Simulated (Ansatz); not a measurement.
# Ru: further runs on the relaxed cell

One table from this session's results is given with a row withheld; the runs are named, their logs left out.

Method: DFT PBE, scalar-relativistic, plane waves, PAW, in Ansatz 0.2.0.

1 further run of the same task is left out (set aside as unsound or not needed).

### Starting point

It takes space group P6_3/mmc (No. 194, hexagonal). The conventional cell has a = 2.720 Å, b = 2.720 Å, c = 4.297 Å, α = 90.00°, β = 90.00°, γ = 120.00°. Around Ru (site symmetry -6m2) lie 12 Ru at 2.66 to 2.72 Å.

Coordinates:

```
Ru
1.0
     2.72003    0.00000    0.00000
    -1.36001    2.35561    0.00000
     0.00000    0.00000    4.29677
Ru
2
Direct
  0.33333 0.66667 0.25000
  0.66667 0.33333 0.75000
```

This cell was relaxed beforehand with the same method: volume 13.77 Å³/atom, gap on the mesh none (metal).

Set-up of the first run:

input.yaml

```yaml
crystal:
  lattice:
    - [2.720025091, 0.0, 0.0]
    - [-1.3600125455, 2.3556108278, 0.0]
    - [0.0, 0.0, 4.2967694962]
  atoms:
    - { symbol: Ru, position: [0.3333333333, 0.6666666667, 0.25] }
    - { symbol: Ru, position: [0.6666666667, 0.3333333333, 0.75] }
basis:
  ecutwfc: 420
kpoints:
  mp_grid: { grid: [18, 18, 10] }
  band_path:
    path:
      - [[0.0, 0.0, 0.0], [0.5, 0.0, 0.0], [0.33333333, 0.33333333, 0.0], [0.0, 0.0, 0.0], [0.0, 0.0, 0.5], [0.5, 0.0, 0.5], [0.33333333, 0.33333333, 0.5], [0.0, 0.0, 0.5]]
      - [[0.5, 0.0, 0.5], [0.5, 0.0, 0.0]]
      - [[0.33333333, 0.33333333, 0.5], [0.33333333, 0.33333333, 0.0]]
    npoints: 14
hamiltonian:
  xc: pbe
scf:
  occupations: { method: gaussian, width: 0.1 }
  n_extra_bands: 6
output:
  forces: true
  stress: true
  eigenvalues: true
  populations: true
  dos: { projected: true, de: 0.02, nscf_kmesh: { grid: [27, 27, 15] } }
  bader: true
  write_density: true
  write_potential: true
  elf: true
  volumetric_format: npy
```

Run with:

```bash
> ansatz run input.yaml --threads 1 --pin off --max-ram 2560MiB --backend cpu --events-out ev --progress --plain --runs-dir out
```

Among the steps run: Bands, states and charges; The cell scaled to 0.97 of its volume; Point at V/V0 = 1.03; Point at V/V0 = 0.94; Point at V/V0 = 1.06.

One table of the session follows, with a row left open; its other results are not shown here.

It belongs to the step «Equation of state». 

| volume (Å³/atom) | energy above the lowest point (meV/atom) | pressure (GPa) |
| --- | --- | --- |
| 12.939 | 54.1 | 22.38 |
| 13.352 | ? | ? |
| 13.765 | 0.0 | -0.01 |
| 14.178 | 11.5 | -8.58 |
| 14.591 | 43.2 | -15.75 |

Estimate the missing values for volume (Å³/atom) = 13.352.

Worked estimate for «energy above the lowest point (meV/atom)». A straight line through the neighbours (12.939, 54.1) and (13.765, 0.0) gives 54.1 + (0.0 − 54.1) × (13.352 − 12.939) / (13.765 − 12.939) = 27.1; a parabola fitted to 3 rows on both sides gives 14.2.

The run gave: energy above the lowest point (meV/atom): 12.6; pressure (GPa): 10.21. In «energy above the lowest point (meV/atom)» the line misses by +14.5 and the parabola by +1.6.
